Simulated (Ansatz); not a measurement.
How far is PAW off for Ti?

```
Ti
1.0
     0.00000    2.05030    2.03000
     2.05030    0.00000    2.03000
     2.05030    2.05030    0.00000
Ti
1
Direct
  0.00000 0.00000 0.00000
```

The cell is COD entry 1534878, as deposited and not checked against the literature; nothing was relaxed. The listed cell was then made from it by scaling, straining or moving an atom.

Levels of theory: DFT, PBE, PAW with Ansatz's default frozen-core files, scalar-relativistic (Ansatz 0.2.0); DFT, PBE, all-electron PAW with datasets made for the crystal, scalar-relativistic (Ansatz 0.2.0); DFT, PBE, all-electron LAPW, scalar-relativistic (Ansatz 0.2.0).

For PAW: a Γ-centred 15×15×15 k mesh, Fermi–Dirac smearing of 0.05 eV, cutoff 420 eV, no spin polarisation. The crystal-made all-electron datasets (AE datasets) take a cutoff of 260 eV at this cell. LAPW targets a basis error of 0.25 meV/atom. The Ansatz runs share mesh, smearing and spin set-up. Plane-wave (PAW) pressures include the program's estimate of the Pulay term.

Stress and pressure are positive in compression.

The change that made this cell: equal xx and yy strain of +1 %.

| quantity | PAW | AE datasets | LAPW |
| --- | --- | --- | --- |
| pressure (GPa) | 2.11 | 2.10 | 2.10 |
| stress xx (GPa) | 1.96 | 1.96 | 1.96 |
| stress zz (GPa) | 2.39 | 2.38 | 2.38 |

PAW's pressure differs from the LAPW value by about 0.01 GPa or less.
